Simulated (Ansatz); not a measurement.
**Si: a trial structure relaxed**

Where does this trial cell of Si go when cell and atoms are let free?

Method: DFT PBE, scalar-relativistic, plane waves, PAW, in Ansatz 0.2.0.

## Step 1: The system as given

The structure is monoclinic, space group C2 (No. 5). The conventional cell has a = 5.057 Å, b = 5.444 Å, c = 4.951 Å, α = 90.00°, β = 101.92°, γ = 90.00°. Si (site symmetry 1) has 4 Si at 2.15 to 2.33 Å as nearest neighbours.

Coordinates:

```cif
data_structure
_symmetry_space_group_name_H-M 'C2'
_symmetry_Int_Tables_number 5
_cell_length_a 5.0566
_cell_length_b 5.4440
_cell_length_c 4.9512
_cell_angle_alpha 90.000
_cell_angle_beta 101.918
_cell_angle_gamma 90.000
_cell_volume 133.36
loop_
_atom_site_label
_atom_site_type_symbol
_atom_site_symmetry_multiplicity
_atom_site_Wyckoff_symbol
_atom_site_fract_x
_atom_site_fract_y
_atom_site_fract_z
_atom_site_occupancy
Si1 Si 4 c 0.01054 0.00000 0.23495 1
Si2 Si 4 c 0.31067 0.87196 0.57810 1
```

The cell is invented: 4-connected net of one element (C2, No. 5). Lengths come from tabulated atomic sizes and are only a guess.

## Step 2: Probe: one point on a coarse mesh

Contents of input.yaml:

```yaml
crystal:
  lattice:
    - [2.52831761, -2.72198333, 0.0]
    - [2.52831761, 2.72198333, 0.0]
    - [-1.02252336, 0.0, 4.84450365]
  atoms:
    - { symbol: Si, position: [0.01054001, 0.01054, 0.23495001] }
    - { symbol: Si, position: [0.98946, 0.98945999, 0.76504999] }
    - { symbol: Si, position: [0.43871001, 0.18263, 0.57810003] }
    - { symbol: Si, position: [0.81737, 0.56128999, 0.42189997] }
basis:
  ecutwfc: 420
kpoints:
  mp_grid: { grid: [6, 6, 4] }
hamiltonian:
  xc: pbe
scf:
  occupations: { method: gaussian, width: 0.1 }
  lower_state_search: "off"
output:
  forces: true
  stress: true
  eigenvalues: true
```

Launch:

```console
$ ansatz run input.yaml --threads 1 --pin off --max-ram 2560MiB --backend cpu --events-out ev --progress --plain --runs-dir out
```

The log of the run, shortened:

```text
Warning: RAYON_NUM_THREADS=1 ignored (pool sized by the plan → 1); use --threads N
[...]
Pseudopotentials: kind: paw
Pseudopotential: Si, paw, valence charge 4, recommended cutoff 420 eV (normal), Si.paw.azcp
Functional definition: PBE
[...]
Crystal: 4 atoms, lattice volume = 66.680 Å³
Basis set: ecut = 420 eV, 1293 PW (Γ), exchange–correlation on 50×50×72 points (8 copies of the dense FFT grid, shifted against one another)
Bands: 12, of which v1, the nominal top of the filled ones, is band 8 counted from 1 (7 counted from 0)
Symmetry: 2 space group operations
Space group: C2 (ITA 5), of the structure as read, at distance tolerance 4.1e-5 Å
k-points: 47 of 144 (time reversal used)
[...]
SCF iter   1: F=—  HF=-2539.596365 eV  |F-HF|=—  |Δ(HF+E_count)|=         —  Δρ=6.38e-3  dr2=3.10e-2  ethr=1.77e-3  ⟨swp⟩=6.1  Hψ=4287  notcnv=0
[...]
SCF iter   7: F=-2539.590304 eV  HF=-2539.590304 eV  |F-HF|=1.45e-8  |Δ(HF+E_count)|=   1.75e-7  Δρ=4.24e-6  dr2=1.09e-8  ethr=6.25e-10  ⟨swp⟩=6.1  Hψ=2888  notcnv=0
[...]
SCF converged after 7 iterations
Free energy (F): -2539.590304 eV
[...]
E sigma→0 (E₀):  -2539.588150 eV
Entropy (-TS):   -0.004310 eV (-1.077 meV/atom)
Fermi energy:    8.493030 eV
[...]
--- Forces (eV/Å), atoms counted from 1 ---
  atom   1  Si     0.61317298     0.75620534    -3.56795078
  atom   2  Si    -0.61317298     0.75620534     3.56795078
  atom   3  Si     1.76380763    -0.75618598     1.00945861
  atom   4  Si    -1.76380763    -0.75618598    -1.00945861
[...]
--- Stress (GPa, compression-positive) ---
       43.869505       0.000000      -4.355187
        0.000000      19.283850      -0.000000
       -4.355187      -0.000000      29.581203
  P = ⅓ Tr σ = 30.9115 GPa (309.115 kbar)
--- Band table (eV; the first three rows and the last of 47) ---
  k-point 0: bands = ["-5.9682", "0.5975", "1.5862", "3.2368", "3.2877", "5.8133", "6.3736", "7.8161", "9.6888", "10.2651", "11.3716", "12.4727"]
[...]
```

It took 3.8 s on 1 thread of Arm Neoverse V2, shared host; peak memory 0.32 GiB.

The probe gives pressure 30.9 GPa, largest force 3.70 eV/Å, gap on this mesh 0.10 eV. A guess like this is first relaxed loosely on the coarse mesh.

## Step 3: Rough relaxation on the coarse mesh

input.yaml, as its differences from that of step 2:

```diff
@@ -23 +23,6 @@
   eigenvalues: true
+relax:
+  adjacent_minimum: "off"
+  f_tol: 0.04
+  max_steps: 70
+  cell: { stress_tol: 0.4 }
```

Launch:

```console
$ ansatz run input.yaml --threads 1 --pin off --max-ram 2560MiB --backend cpu --events-out ev --progress --plain --runs-dir out
```

The log of the run:

```text
Warning: RAYON_NUM_THREADS=1 ignored (pool sized by the plan → 1); use --threads N
Engine: ansatz 0.2.0, aarch64-unknown-linux-gnu
[... 3 set-up lines as earlier in the session ...]
  parameter kappa = 0.804
  parameter beta = 0.06672455060314922
  exchange = pbe_x(kappa = kappa, mu = beta*pi^2/3)
  correlation = pbe_c(beta = beta)
Crystal: 4 atoms, lattice volume = 66.680 Å³
Basis set: ecut = 420 eV, 1293 PW (Γ), exchange–correlation on 50×50×72 points (8 copies of the dense FFT grid, shifted against one another)
Bands: 12, of which v1, the nominal top of the filled ones, is band 8 counted from 1 (7 counted from 0)
[... 2 set-up lines as earlier in the session ...]
k-points: 47 of 144 (time reversal used)
Non-local potential: Si, projectors of the file, l = 0: 2, l = 1: 2, l = 2: 2
PAW form: soft (Blöchl's): semilocal exchange-correlation on the pseudo side does not see the compensation charge
PAW one-centre angular grid: Si, 110 points (default); XC on 64 Gauss nodes
Initial density: superposition of atomic densities (neutral atoms: chi_scale 0, normalization atom), corrected by the library's trained network
Initial wavefunctions: pseudopotential atomic-orbital guess
Functional: x = pbe(κ = 0.804, μ = 0.2195149727645171), c = pbe(β = 0.06672455060314922)
SCF iter   1: F=—  HF=-2539.596364 eV  |F-HF|=—  |Δ(HF+E_count)|=         —  Δρ=6.38e-3  dr2=3.10e-2  ethr=1.77e-3  ⟨swp⟩=6.1  Hψ=4287  notcnv=0
preconditioner: auto → none  [insulator: Δε(μ)=0.141 eV  Ē_g=8.313 eV  σ=0.100 eV  W_gap=0.68  n_scr=10 (ndim 8)  ℏωp=18.2 eV  f_vac=0.000  D(μ)=0.65/eV (n_scr^D=2)  ε∞_Penn≈5.8]
SCF iter   2: F=—  HF=-2539.590341 eV  |F-HF|=—  |Δ(HF+E_count)|=   6.02e-3  Δρ=2.51e-3  dr2=3.53e-3  ethr=1.94e-4  ⟨swp⟩=1.5  Hψ=1055  notcnv=0
SCF iter   3: F=—  HF=-2539.590408 eV  |F-HF|=—  |Δ(HF+E_count)|=   6.72e-5  Δρ=8.09e-4  dr2=9.05e-4  ethr=2.21e-5  ⟨swp⟩=2.6  Hψ=919  notcnv=0
SCF iter   4: F=—  HF=-2539.590275 eV  |F-HF|=—  |Δ(HF+E_count)|=   1.34e-4  Δρ=2.66e-4  dr2=6.55e-5  ethr=5.66e-6  ⟨swp⟩=2.0  Hψ=826  notcnv=0
SCF iter   5: F=—  HF=-2539.590301 eV  |F-HF|=—  |Δ(HF+E_count)|=   2.67e-5  Δρ=7.60e-5  dr2=2.38e-6  ethr=4.10e-7  ⟨swp⟩=2.4  Hψ=884  notcnv=0
SCF iter   6: F=—  HF=-2539.590304 eV  |F-HF|=—  |Δ(HF+E_count)|=   2.87e-6  Δρ=1.62e-5  dr2=1.51e-7  ethr=1.49e-8  ⟨swp⟩=2.2  Hψ=904  notcnv=0
SCF iter   7: F=-2539.590304 eV  HF=-2539.590304 eV  |F-HF|=1.45e-8  |Δ(HF+E_count)|=   1.75e-7  Δρ=4.24e-6  dr2=1.09e-8  ethr=6.25e-10  ⟨swp⟩=6.1  Hψ=2888  notcnv=0
SCF 1 converged in 7 iterations: F = -2539.590304 eV  dr2 = 1.09e-8
relax step   1: F+E_penalty+E_count = -2539.59030449 eV  Δ(F+E_penalty+E_count) = +0.000e0 eV  max|allowed force component| = 3.568e0 eV/Å  Δτ_max = 0.0000 Å  P = +30.912 GPa  Ω = 66.680 Å³  (7 SCF iters, dr2 threshold 1.00e-7 eV, accepted)
Crystal: 4 atoms, lattice volume = 73.430 Å³
Basis set: ecut = 420 eV, 1445 PW (Γ), exchange–correlation on 50×50×72 points (8 copies of the dense FFT grid, shifted against one another)
Initial density: handed on by an earlier stage of this run
Initial wavefunctions: those handed on with the density
iter 1 solved again at ethr=1.28e-3 eV; its pass at ethr=3.10e-3 eV (dr2=2.05e-1 eV) is discarded
SCF iter   1: F=—  HF=-2540.877630 eV  |F-HF|=—  |Δ(HF+E_count)|=         —  Δρ=1.03e-2  dr2=2.01e-1  ethr=1.28e-3  ⟨swp⟩=1.0  Hψ=4764  notcnv=0
preconditioner: auto → Kerker (q_TF=auto, 2.116 Å⁻¹)  [metal: Δε(μ)=0.063 eV  Ē_g=7.814 eV  σ=0.100 eV  W_gap=0.33  n_scr=10 (ndim 8)  ℏωp=17.3 eV  f_vac=0.000  D(μ)=0.94/eV (n_scr^D=2)]
SCF iter   2: F=—  HF=-2540.832782 eV  |F-HF|=—  |Δ(HF+E_count)|=   4.48e-2  Δρ=5.70e-3  dr2=6.61e-2  ethr=1.25e-3  ⟨swp⟩=1.0  Hψ=564  notcnv=0
preconditioner: auto → none  [insulator: Δε(μ)=0.113 eV  Ē_g=7.837 eV  σ=0.100 eV  W_gap=0.55  n_scr=10 (ndim 8)  ℏωp=17.3 eV  f_vac=0.000  D(μ)=0.70/eV (n_scr^D=2)  ε∞_Penn≈5.9]
SCF iter   3: F=—  HF=-2540.814505 eV  |F-HF|=—  |Δ(HF+E_count)|=   1.83e-2  Δρ=8.78e-4  dr2=7.39e-4  ethr=4.13e-4  ⟨swp⟩=2.3  Hψ=1034  notcnv=0
SCF iter   4: F=—  HF=-2540.814758 eV  |F-HF|=—  |Δ(HF+E_count)|=   2.53e-4  Δρ=4.71e-4  dr2=4.85e-4  ethr=4.62e-6  ⟨swp⟩=2.0  Hψ=962  notcnv=0
SCF iter   5: F=—  HF=-2540.814637 eV  |F-HF|=—  |Δ(HF+E_count)|=   1.21e-4  Δρ=1.02e-4  dr2=2.22e-5  ethr=3.03e-6  ⟨swp⟩=2.1  Hψ=850  notcnv=0
SCF iter   6: F=—  HF=-2540.814703 eV  |F-HF|=—  |Δ(HF+E_count)|=   6.64e-5  Δρ=2.23e-5  dr2=3.60e-7  ethr=2.50e-9  ⟨swp⟩=5.1  Hψ=3484  notcnv=0
SCF iter   7: F=-2540.814703 eV  HF=-2540.814703 eV  |F-HF|=1.12e-8  |Δ(HF+E_count)|=   8.12e-8  Δρ=6.84e-6  dr2=4.88e-8  ethr=2.25e-9  ⟨swp⟩=3.0  Hψ=2315  notcnv=0
SCF 2 converged in 7 iterations: F = -2540.814703 eV  dr2 = 4.88e-8
relax step   2: F+E_penalty+E_count = -2540.81470306 eV  Δ(F+E_penalty+E_count) = -1.224e0 eV  max|allowed force component| = 1.290e0 eV/Å  Δτ_max = 0.0369 Å  P = +13.055 GPa  Ω = 73.430 Å³  energy of the carried Pulay correction = -1.204e-3 eV  (7 SCF iters, dr2 threshold 4.00e-7 eV, accepted)
Crystal: 4 atoms, lattice volume = 79.186 Å³
Basis set: ecut = 420 eV, 1545 PW (Γ), exchange–correlation on 50×50×72 points (8 copies of the dense FFT grid, shifted against one another)
iter 1 solved again at ethr=5.19e-4 eV; its pass at ethr=3.10e-3 eV (dr2=8.30e-2 eV) is discarded
SCF iter   1: F=—  HF=-2541.223714 eV  |F-HF|=—  |Δ(HF+E_count)|=         —  Δρ=6.84e-3  dr2=8.20e-2  ethr=5.19e-4  ⟨swp⟩=1.0  Hψ=4638  notcnv=0
preconditioner: auto → none  [insulator: Δε(μ)=0.110 eV  Ē_g=7.493 eV  σ=0.100 eV  W_gap=0.56  n_scr=10 (ndim 8)  ℏωp=16.7 eV  f_vac=0.000  D(μ)=0.39/eV (n_scr^D=0)  ε∞_Penn≈6.0]
SCF iter   2: F=—  HF=-2541.202116 eV  |F-HF|=—  |Δ(HF+E_count)|=   2.16e-2  Δρ=2.71e-3  dr2=1.34e-2  ethr=5.13e-4  ⟨swp⟩=2.1  Hψ=1041  notcnv=0
SCF iter   3: F=—  HF=-2541.198896 eV  |F-HF|=—  |Δ(HF+E_count)|=   3.22e-3  Δρ=1.31e-3  dr2=1.80e-3  ethr=8.39e-5  ⟨swp⟩=2.0  Hψ=823  notcnv=0
SCF iter   4: F=—  HF=-2541.198534 eV  |F-HF|=—  |Δ(HF+E_count)|=   3.62e-4  Δρ=5.29e-4  dr2=2.25e-4  ethr=1.12e-5  ⟨swp⟩=2.6  Hψ=928  notcnv=0
SCF iter   5: F=—  HF=-2541.198635 eV  |F-HF|=—  |Δ(HF+E_count)|=   1.01e-4  Δρ=1.42e-4  dr2=1.09e-5  ethr=1.41e-6  ⟨swp⟩=2.2  Hψ=925  notcnv=0
SCF iter   6: F=-2541.198637 eV  HF=-2541.198637 eV  |F-HF|=7.41e-8  |Δ(HF+E_count)|=   2.77e-6  Δρ=2.22e-5  dr2=3.50e-7  ethr=2.50e-9  ⟨swp⟩=4.1  Hψ=3412  notcnv=0
SCF 3 converged in 6 iterations: F = -2541.198637 eV  dr2 = 3.50e-7
relax step   3: F+E_penalty+E_count = -2541.19863743 eV  Δ(F+E_penalty+E_count) = -3.839e-1 eV  max|allowed force component| = 2.963e-1 eV/Å  Δτ_max = 0.0375 Å  P = +3.219 GPa  Ω = 79.186 Å³  energy of the carried Pulay correction = -2.143e-3 eV  (6 SCF iters, dr2 threshold 4.00e-7 eV, accepted)
[... from here on, the SCF cycles and remarks between the steps are left out ...]
relax step   4: F+E_penalty+E_count = -2541.24557744 eV  Δ(F+E_penalty+E_count) = -4.694e-2 eV  max|allowed force component| = 1.227e-1 eV/Å  Δτ_max = 0.0676 Å  P = -0.627 GPa  Ω = 81.002 Å³  energy of the carried Pulay correction = -2.424e-3 eV  (6 SCF iters, dr2 threshold 4.00e-7 eV, accepted)
relax step   5: F+E_penalty+E_count = -2541.25573720 eV  Δ(F+E_penalty+E_count) = -1.016e-2 eV  max|allowed force component| = 6.849e-2 eV/Å  Δτ_max = 0.0424 Å  P = -0.631 GPa  Ω = 80.217 Å³  energy of the carried Pulay correction = -2.304e-3 eV  (5 SCF iters, dr2 threshold 4.00e-7 eV, accepted)
relax step   6: F+E_penalty+E_count = -2541.26260304 eV  Δ(F+E_penalty+E_count) = -6.866e-3 eV  max|allowed force component| = 6.313e-2 eV/Å  Δτ_max = 0.0243 Å  P = -0.285 GPa  Ω = 79.186 Å³  energy of the carried Pulay correction = -2.143e-3 eV  (4 SCF iters, dr2 threshold 4.00e-7 eV, accepted)
relax step   7: F+E_penalty+E_count = -2541.32678444 eV  Δ(F+E_penalty+E_count) = -6.418e-2 eV  max|allowed force component| = 3.305e-1 eV/Å  Δτ_max = 0.1005 Å  P = -0.199 GPa  Ω = 75.140 Å³  energy of the carried Pulay correction = -1.491e-3 eV  (6 SCF iters, dr2 threshold 4.00e-7 eV, accepted)
relax step   8: F+E_penalty+E_count = -2541.51429592 eV  Δ(F+E_penalty+E_count) = -1.875e-1 eV  max|allowed force component| = 6.300e-1 eV/Å  Δτ_max = 0.1099 Å  P = -0.949 GPa  Ω = 71.905 Å³  energy of the carried Pulay correction = -9.422e-4 eV  (5 SCF iters, dr2 threshold 4.00e-7 eV, accepted)
relax step   9: F+E_penalty+E_count = -2541.85103424 eV  Δ(F+E_penalty+E_count) = -3.367e-1 eV  max|allowed force component| = 7.593e-1 eV/Å  Δτ_max = 0.2000 Å  P = -0.889 GPa  Ω = 67.165 Å³  energy of the carried Pulay correction = -9.047e-5 eV  (5 SCF iters, dr2 threshold 4.00e-7 eV, accepted)
relax step  10: F+E_penalty+E_count = -2541.92793482 eV  Δ(F+E_penalty+E_count) = -7.690e-2 eV  max|allowed force component| = 4.595e-1 eV/Å  Δτ_max = 0.0960 Å  P = +2.668 GPa  Ω = 64.267 Å³  energy of the carried Pulay correction = +4.604e-4 eV  (5 SCF iters, dr2 threshold 4.00e-7 eV, accepted)
relax step  11: F+E_penalty+E_count = -2542.00145518 eV  Δ(F+E_penalty+E_count) = -7.352e-2 eV  max|allowed force component| = 2.718e-1 eV/Å  Δτ_max = 0.1095 Å  P = -1.101 GPa  Ω = 67.979 Å³  energy of the carried Pulay correction = -2.410e-4 eV  (5 SCF iters, dr2 threshold 4.00e-7 eV, accepted)
relax step  12: F+E_penalty+E_count = -2542.01553290 eV  Δ(F+E_penalty+E_count) = -1.408e-2 eV  max|allowed force component| = 6.339e-2 eV/Å  Δτ_max = 0.0835 Å  P = -0.472 GPa  Ω = 66.700 Å³  energy of the carried Pulay correction = -3.654e-6 eV  (5 SCF iters, dr2 threshold 4.00e-7 eV, accepted)
relax step  13: F+E_penalty+E_count = -2542.02402593 eV  Δ(F+E_penalty+E_count) = -8.493e-3 eV  max|allowed force component| = 4.594e-2 eV/Å  Δτ_max = 0.0486 Å  P = -0.219 GPa  Ω = 67.050 Å³  energy of the carried Pulay correction = -6.906e-5 eV  (5 SCF iters, dr2 threshold 4.00e-7 eV, accepted)
relax step  14: F+E_penalty+E_count = -2542.02537153 eV  Δ(F+E_penalty+E_count) = -1.346e-3 eV  max|allowed force component| = 1.430e-2 eV/Å  Δτ_max = 0.0154 Å  P = -0.053 GPa  Ω = 66.705 Å³  energy of the carried Pulay correction = -4.670e-6 eV  (4 SCF iters, dr2 threshold 4.00e-7 eV, accepted)
Initial wavefunctions: pseudopotential atomic-orbital guess (no wavefunctions were taken with the density)
iter 1 solved again at ethr=1.35e-7 eV; its pass at ethr=3.10e-3 eV (dr2=2.16e-5 eV) is discarded
SCF iter   1: F=—  HF=-2542.037077 eV  |F-HF|=—  |Δ(HF+E_count)|=         —  Δρ=3.93e-4  dr2=1.09e-5  ethr=1.35e-7  ⟨swp⟩=3.0  Hψ=5539  notcnv=0
preconditioner: auto → Kerker (q_TF=auto, 2.151 Å⁻¹)  [metal: Δε(μ)=0.065 eV  Ē_g=7.841 eV  σ=0.100 eV  W_gap=0.32  n_scr=10 (ndim 8)  ℏωp=18.2 eV  f_vac=0.000  D(μ)=1.58/eV (n_scr^D=10)]
SCF iter   2: F=—  HF=-2542.037154 eV  |F-HF|=—  |Δ(HF+E_count)|=   7.66e-5  Δρ=2.10e-4  dr2=3.19e-6  ethr=6.79e-8  ⟨swp⟩=2.0  Hψ=934  notcnv=0
SCF iter   3: F=—  HF=-2542.037179 eV  |F-HF|=—  |Δ(HF+E_count)|=   2.54e-5  Δρ=4.74e-6  dr2=8.44e-9  ethr=2.00e-8  ⟨swp⟩=2.0  Hψ=944  notcnv=0
SCF iter   4: F=—  HF=-2542.037179 eV  |F-HF|=—  |Δ(HF+E_count)|=   3.77e-8  Δρ=7.38e-7  dr2=4.04e-10  ethr=1.60e-11  ⟨swp⟩=5.0  Hψ=2516  notcnv=0
SCF iter   5: F=-2542.037179 eV  HF=-2542.037179 eV  |F-HF|=9.09e-13  |Δ(HF+E_count)|=  3.00e-11  Δρ=1.55e-7  dr2=1.55e-11  ethr=2.52e-12  ⟨swp⟩=1.6  Hψ=1743  notcnv=0
SCF 15 converged in 5 iterations: F = -2542.037179 eV  dr2 = 1.55e-11
relax step  15: F+E_penalty+E_count = -2542.03717937 eV  Δ(F+E_penalty+E_count) = -1.181e-2 eV  max|allowed force component| = 1.063e-2 eV/Å  Δτ_max = 0.0000 Å  P = +0.085 GPa  Ω = 66.705 Å³  stress off target by 1.67e-1 GPa  SCF on the basis re-selected at this cell (its energy is not comparable with the rows above)  (5 SCF iters)
basis re-selected at this cell: Δ(F+E_penalty+E_count) = -1.181e-2 eV, ΔP = +0.138 GPa vs the last step (what re-selecting the basis moved, of the pressure what is left beyond the Pulay correction that the steps carried, after the strain that the cell walked since its last selection, with what the two solves' SCF thresholds leave and, on support functions, any second-order correction that the steps lacked; it is no measure of the basis error at this ecutwfc). This SCF's stress stands 1.67e-1 GPa from its target on what of the cell is left free (relax.cell.stress_tol is 4.00e-1 GPa) and its largest allowed force component is 1.06e-2 eV/Å (relax.f_tol is 4.00e-2 eV/Å): within both
SCF converged after 5 iterations
Free energy (F): -2542.037179 eV
Harris-Foulkes:  -2542.037179 eV  (|F-HF|=9.09e-13)
Internal energy: -2542.029294 eV  (E = F + TS)
E sigma→0 (E₀):  -2542.033237 eV
Entropy (-TS):   -0.007886 eV (-1.971 meV/atom)
Fermi energy:    8.691453 eV
--- Per-component energies (eV) ---
  E_band       = 50.535801
  E_kinetic    = 161.963597
  E_local      = -45.257067  (includes V_loc(G=0)·N_el)
  E_nonlocal   = 102.436652
  E_hartree    = 14.405350
  E_xc         = -221.924823
  E_vxc        = -188.594089  (∫ρ·V_xc dr)
  E_paw        = -2049.936685  (= ΣΔE_a)
  E_vpaw       = -8.824018  (= ΣTr[D̂ρ^β])
  E_aug_tail   = 0.000026  (compensation charges beyond the density's cutoff)
  E_ewald      = -503.716343
  E_smearing   = -0.007886  (= −TS)
  E_closure    = 0.000000  (closes the sum)
  Σ components = -2542.037179   (vs F -2542.037179, Δ=0.00e0)
--- Forces (eV/Å), atoms counted from 1 ---
  atom   1  Si    -0.00756612    -0.00270894    -0.00028311
  atom   2  Si     0.00756612    -0.00270894     0.00028311
  atom   3  Si    -0.01063204     0.00270892     0.00087307
  atom   4  Si     0.01063204     0.00270892    -0.00087307
  max |Σ_I F_I| component: 5.24e-8 eV/Å
--- Stress (GPa, compression-positive) ---
        0.155123       0.000000      -0.025380
        0.000000       0.166637      -0.000000
       -0.025380      -0.000000      -0.067455
  P = ⅓ Tr σ = 0.0848 GPa (0.848 kbar)
--- Band table (eV; the first three rows and the last of 47) ---
  k-point 0: bands = ["-4.7909", "0.5188", "1.9449", "5.5724", "5.9763", "6.0474", "6.2139", "7.2544", "8.9968", "10.4429", "10.9117", "12.1990"]
  k-point 1: bands = ["-4.4845", "-1.2325", "4.0505", "5.3925", "5.5148", "6.1826", "6.6896", "7.6073", "9.8624", "10.1490", "11.5959", "12.0070"]
  k-point 2: bands = ["-3.9600", "-2.4264", "4.7247", "5.1659", "5.7447", "6.9115", "7.7786", "7.9947", "9.7799", "10.3236", "11.1561", "11.1929"]
  k-point 46: bands = ["-1.2364", "0.0234", "2.1689", "2.2158", "3.0223", "4.2172", "4.4699", "5.5111", "6.8573", "8.4862", "14.0136", "14.7231"]
--- Relaxed structure (14 steps of the walk, 14 accepted, 1 SCFs on fresh bases) ---
  F+E_penalty+E_count = -2542.03717937 eV   max|allowed force component| = 1.063e-2 eV/Å   (the final SCF, on the basis selected at the relaxed cell)
  cell:  # Å, volume = 66.7051 Å³
    - [2.8787336225194835, -2.3468118226036085, -0.24374081872505954]
    - [2.8787336225194835, 2.3468118226036085, -0.2437408187250596]
    - [-1.6312727664825044, -5.193787700296518e-17, 5.074958112016595]
  atoms:
    - { symbol: Si, position: [0.06030795763714637, -0.06765319434472755, 0.2222523041453563] }
    - { symbol: Si, position: [1.0676531943447274, 0.9396920423628536, 0.7777476958546435] }
    - { symbol: Si, position: [0.4348567786143229, 0.3067379105961969, 0.6646035531172332] }
    - { symbol: Si, position: [0.6932620894038032, 0.5651432213856771, 0.3353964468827666] }
```

It took 65 s on 1 thread of Arm Neoverse V2, shared host; peak memory 0.34 GiB.

Relaxation path:

| step | E - E(step 1) (eV/cell) | largest force component (eV/Å) | pressure (GPa) | volume (Å³) |
| --- | --- | --- | --- | --- |
| 1 | 0.0000 | 3.5680 | 30.91 | 66.68 |
| 2 | -1.2244 | 1.2903 | 13.06 | 73.43 |
| 3 | -1.6083 | 0.2963 | 3.22 | 79.19 |
| 4 | -1.6553 | 0.1227 | -0.63 | 81.00 |
| 5 | -1.6654 | 0.0685 | -0.63 | 80.22 |
| 6 | -1.6723 | 0.0631 | -0.28 | 79.19 |
| 7 | -1.7365 | 0.3305 | -0.20 | 75.14 |
| 8 | -1.9240 | 0.6300 | -0.95 | 71.91 |
| 9 | -2.2607 | 0.7593 | -0.89 | 67.16 |
| 10 | -2.3376 | 0.4595 | 2.67 | 64.27 |
| 11 | -2.4112 | 0.2718 | -1.10 | 67.98 |
| 12 | -2.4252 | 0.0634 | -0.47 | 66.70 |
| 13 | -2.4337 | 0.0459 | -0.22 | 67.05 |
| 14 | -2.4351 | 0.0143 | -0.05 | 66.71 |
| 15 | -2.4469 | 0.0106 | 0.08 | 66.71 |

Step 1 is the start. Step 15 repeats the geometry before it on a plane-wave basis chosen anew for that cell, so its energy need not be comparable with the rows above.

Lengths and angles in the start's conventional setting:

|  | before | after | change |
| --- | --- | --- | --- |
| a (Å) | 5.057 | 5.778 | +14.3 % |
| b (Å) | 5.444 | 4.694 | -13.8 % |
| c (Å) | 4.951 | 5.331 | +7.7 % |
| β (°) | 101.92 | 112.66 | +10.5 % |
| volume (Å³/atom) | 16.67 | 16.68 | 0.0 % |
| shortest distance (Å) | 2.145 | 2.386 | +11.2 % |
| space group (0.01 Å) | C2 | C2/m | changed |

(Part 1 of 2 ends here.)
